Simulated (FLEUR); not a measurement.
Runs of FLEUR MaX-R8.1 (later development tree) on BN. The structure is hexagonal, space group P6_3mc (No. 186). The conventional cell has a = 2.554 Å, b = 2.554 Å, c = 4.227 Å, α = 90.00°, β = 90.00°, γ = 120.00°. Around N (site symmetry 3m) lie 4 B at 1.57 to 1.58 Å. Around B (site symmetry 3m) lie 4 N at 1.57 to 1.58 Å. Measurements of this composition are mostly on another form, of space group No. 194.

```tsv
task	level	gmax	muffin-tin radii	max iterations	mixing factor	mixer	kmax	gap on the mesh (eV)
single point	PBE	16.8 1/bohr	N 1.33, B 1.33 bohr	60	0.05	Anderson	5.41 1/bohr	5.20
band structure	PBEsol	16.3 1/bohr	N 1.37, B 1.37 bohr	60	0.05	Anderson	5.26 1/bohr	4.97
band structure	r2SCAN	16.3 1/bohr	N 1.37, B 1.37 bohr	80	0.05	Anderson	5.26 1/bohr	(a)
single point	PBEsol	16.8 1/bohr	N 1.33, B 1.33 bohr	60	0.05	Anderson	5.41 1/bohr	4.97
```

Alike in all rows: potentials or basis all-electron, FLAPW; no spin polarisation; cell as given; k mesh 12 × 12 × 6; smearing fermi-dirac 0.05 eV.

Q: Estimate the missing entries.

A: (a) 5.73.

Caveats: the meta-GGA is that of a development version, with a GGA for the radial functions and cores and without core tails (some runs).

A k mesh can miss the band edges.

Not every run made on this cell is shown here.
